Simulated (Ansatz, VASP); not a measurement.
# SnSe in VASP and in Ansatz

```
Sn Se
1.0
     0.00000    3.01020    3.01020
     3.01020    0.00000    3.01020
     3.01020    3.01020    0.00000
Sn Se
1 1
Direct
  0.00000 0.00000 0.00000
  0.50000 0.50000 0.50000
```

Alike in both runs: task single point; functional PBE; k mesh 10 × 10 × 10; occupations gaussian, width 0.05 eV; no spin polarisation.

|  | VASP | Ansatz |
| --- | --- | --- |
| version | VASP 6.6.1 | Ansatz 0.2.0 |
| potentials or method | VASP PAW PBE potentials, release 64 (Sn_d, Se) | scalar-relativistic, plane waves, PAW |
| plane-wave cutoff (eV) | 520 | 420 |
| valence electrons in the cell | 20 | 30 |

```tsv
	VASP	Ansatz	Ansatz less VASP
gap on the k mesh at the Fermi level (eV)	0.50	0.50	0.000
least direct gap on the mesh (eV)	0.58	0.58	-0.001
pressure (GPa)	1.0	1.0	+0.02
```

The functional is the same, so the differences come from potentials, cutoffs and numerics. The two sets of potentials don't hold the same shells in valence.

Caveats: spin-orbit coupling is left out, which moves the levels of the heavy elements. A k mesh can miss the band edges.
